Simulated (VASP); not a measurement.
Energy against volume of LaAlO3 (cubic perovskite). All values below come from PBEsol GGA, VASP's PBE PAW potentials (set 64) (plane waves; VASP). Settings: 520 eV cut-off, 6×6×6 Γ-centred mesh, Gaussian smearing of 0.050 eV, potentials La Al O.

```
V (Å³/atom)  E (eV/atom)
-----------  -----------
10.084          -8.38924
10.406          -8.41107
10.728          -8.41810
11.050          -8.41247
```

**Question.** Fit these four points and predict the energy of the run at 11.372 Å³/atom.

**Answer.** A cubic in V^(−2/3), the third-order Birch-Murnaghan form, passes through the four points with V0 = 10.74 Å³/atom and B0 = 209 GPa, and gives -8.3960 eV/atom there. The run gave -8.3961 eV/atom, -0.1 meV/atom from the fit; all five points give B0 = 208 GPa.

The compound is LaAlO3 in the cubic perovskite structure, the ideal cubic form; the compound distorts at low or room temperature. It was relaxed first.
